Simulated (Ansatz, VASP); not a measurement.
# One calculation of InAs, two programs

The input INCAR:

```
PREC = Accurate
ENCUT = 520
EDIFF = 1E-7
ISMEAR = -1
SIGMA = 0.05
LREAL = False
LASPH = True
NELM = 60
ALGO = Normal
ISIF = 2
LWAVE = False
LCHARG = False
GGA = PE
NBANDS = 16
```

Contents of KPOINTS:

```
regular mesh
0
Gamma
  8 8 8
```

The input POSCAR:

```
InAs
1.0
    0.0000000000      2.9563908761      2.9563908761
    2.9563908761      0.0000000000      2.9563908761
    2.9563908761      2.9563908761      0.0000000000
In As
1 1
Direct
    0.0000000000      0.0000000000      0.0000000000
    0.7500000000      0.7500000000      0.7500000000
```

The input input.yaml:

```yaml
crystal:
  lattice:
    - [0.0, 2.9563908761, 2.9563908761]
    - [2.9563908761, 0.0, 2.9563908761]
    - [2.9563908761, 2.9563908761, 0.0]
  atoms:
    - { symbol: In, position: [0.0, 0.0, 0.0] }
    - { symbol: As, position: [0.75, 0.75, 0.75] }
kpoints:
  mp_grid: { grid: [8, 8, 8] }
scf:
  occupations: { method: fermi_dirac, width: 0.05 }
hamiltonian:
  xc: pbe
  pseudopotentials: { kind: all_electron, lapw: { basis_error: 0.0005 } }
output:
  forces: true
  stress: true
  eigenvalues: true
```

Change from the starting cell: volume scaled by 0.94.

Alike in both runs: task single point; functional PBE; k mesh 8 × 8 × 8; occupations fermi-dirac, width 0.05 eV; no spin polarisation.

```csv
,VASP,Ansatz
version,VASP 6.6.1,Ansatz 0.2.0
potentials or method,"VASP PAW PBE potentials, release 64 (In_d, As)","all-electron LAPW, scalar-relativistic"
plane-wave cutoff (eV),520,see its input
```

VASP gave:

```
gap on the k mesh at the Fermi level (eV) : 0.15
least direct gap on the mesh (eV)         : 0.15
pressure (GPa)                            : 9.2
```

Q: Which values does Ansatz return?

A: gap on the k mesh at the Fermi level (eV): 0.15; least direct gap on the mesh (eV): 0.15; pressure (GPa): 9.1.

Ansatz ran all-electron here, so the differences hold the error of VASP's frozen core and of both bases.

Caveats: spin-orbit coupling is left out, which moves the levels of the heavy elements.
